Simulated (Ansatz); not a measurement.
Computed with Ansatz on PBE0-D4/def2-TZVP structures; ΔE is electronic, products minus reactants. CCSD(T)/CBS adds triple-zeta CCSD(T) − MP2 to the extrapolated MP2 energy (def2 sets, frozen cores). This one scheme is used for every species. Functionals use def2-TZVPP. One conformer a species, not always the lowest.

Reaction (substitution at a C–C bond): hexafluoroethane + `C=CCS` → `C=CCSC(F)(F)F` + trifluoromethane

`FC(F)(F)C(F)(F)F`:

Z-matrix (Å, degrees):
```
C
F 1 1.325
F 1 1.325 2 109.1
F 1 1.325 2 109.1 3 119.2
C 1 1.549 2 109.8 3 -120.4
F 5 1.325 1 109.8 2 -179.9
F 5 1.325 1 109.8 2 -59.9
F 5 1.325 1 109.8 2 60.1
```

`C=CCS`:

```xyz
10

C     1.654   -0.016    0.283
C     0.368   -0.312    0.404
C    -0.655   -0.059   -0.646
S    -1.924    1.148   -0.143
H     2.046    0.445   -0.618
H     2.359   -0.219    1.080
H     0.005   -0.767    1.323
H    -0.196    0.374   -1.537
H    -1.158   -0.980   -0.948
H    -2.499    0.386    0.802
```

`C=CCSC(F)(F)F`:

Cartesian coordinates in Å:
```
C -1.211 1.566 -0.273
C -0.144 1.244 0.444
C 1.062 0.589 -0.130
S 1.502 -0.994 0.646
C 0.101 -2.002 0.130
F -1.027 -1.734 0.790
F -0.173 -1.874 -1.172
F 0.410 -3.278 0.367
H -1.266 1.351 -1.335
H -2.068 2.050 0.178
H -0.117 1.449 1.510
H 1.959 1.189 0.052
H 0.973 0.444 -1.207
```

`FC(F)F`:

Z-matrix (Å, degrees):
```
C
F 1 1.331
F 1 1.331 2 108.5
F 1 1.331 2 108.5 3 -117.7
H 1 1.093 2 110.4 3 121.1
```

| level | ΔE (kJ/mol) |
| --- | --- |
| PBE-D4 | -15.0 |
| PBE | -11.8 |
| SCS-MP2/def2-TZVPP | -6.3 |
| HF/CBS(def2) | 7.7 |

What does CCSD(T)/CBS give? (An estimate is asked.)

Computed: -7.2 kJ/mol. The listed levels differ from it by -7.8, -4.6, 0.9, 14.9 kJ/mol.

Largest T1 diagnostic among the species: 0.012.

In def2-TZVPP, CCSD(T) changes the Hartree–Fock value by −10.7 kJ/mol (the triples alone add −3.1 kJ/mol) and MP2 by −15.9 kJ/mol. The D4 term adds −4.8 kJ/mol with B3LYP and −3.0 kJ/mol with PBE0; it sums over pairs of atoms, weighted by their polarisabilities, and B3LYP, whose exchange is more repulsive, gets the larger term. From PBE to PBE0 (25 % exact exchange), in def2-TZVPP and without D4, ΔE moves by +6.0 kJ/mol.

B3LYP here is the variant with VWN-RPA as its local correlation; programs differ in this.

CCSD(T)/CBS has its own doubt, a few kJ/mol and more with outer-core shells, so smaller differences from it don't rank the levels.
